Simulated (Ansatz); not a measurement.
The system is LiCl.

```xyz
2
Lattice="0.0000 2.5648 2.5648 2.5648 0.0000 2.5648 2.5648 2.5648 0.0000" Properties=species:S:1:pos:R:3 pbc="T T T"
Cl    2.5648    2.5648    2.5648
Li    0.0000    0.0000    0.0000
```

Base run:

* Program: Ansatz 0.2.0
* Functional: PBE
* Potentials or basis: all-electron PAW datasets made for the crystal
* Cutoff: 200 eV
* Density cutoff: 800 eV
* k mesh: 6 × 6 × 6
* Occupations: fermi-dirac, width 0.05 eV
* Spin: no spin polarisation

Its results: band gap on the k mesh 6.33 eV, direct; pressure 0.4 GPa.

The run is repeated on the same cell with these changes: functional from PBE to PBEsol. What comes out?

Band gap on the k mesh 6.13 eV, direct; pressure -1.3 GPa.

PBEsol binds more tightly than PBE, so the same cell stands under less pressure.

A k mesh can miss the band edges.

Not every run made on this cell is shown here.
